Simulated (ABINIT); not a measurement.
Crystal: PtS2.

```xyz
3
Lattice="3.5432 0.0000 0.0000 -1.7716 3.0685 0.0000 0.0000 0.0000 5.0388" Properties=species:S:1:pos:R:3 pbc="T T T"
Pt    0.0000    0.0000    0.0000
S     1.7716    1.0228    3.8950
S     0.0000    2.0457    1.1438
```

Base run:

| Item | Value |
| --- | --- |
| Program | ABINIT 10.8.3 (patched build) |
| Functional | PBE |
| Potentials or basis | SPMS NC PBE v1.0 |
| Cutoff | 490 eV |
| k mesh | 6 × 6 × 4 |
| Occupations | fixed |
| Spin | no spin polarisation |

Its results: band gap on the k mesh 0.97 eV, indirect (least direct gap 1.49 eV); pressure 11.0 GPa; largest force 1.255 eV/Å.

The run is repeated on the same cell with these changes: functional from PBE to HSE06. What comes out?

Band gap on the k mesh 1.70 eV, indirect (least direct gap 2.26 eV); pressure 7.2 GPa; largest force 0.996 eV/Å.

HSE06 gives the wider gap, since exact exchange removes part of the self-interaction.

Caveats: spin-orbit coupling is left out, which moves the levels of the heavy elements; forces of over 1 eV/Å show positions far from the minimum, so gaps and moduli don't describe the material at rest (some runs); Libxc's HSE differs a little from that of other programs (some runs); the potentials were made for another functional, which shifts forces and pressure (some runs).

A k mesh can miss the band edges.
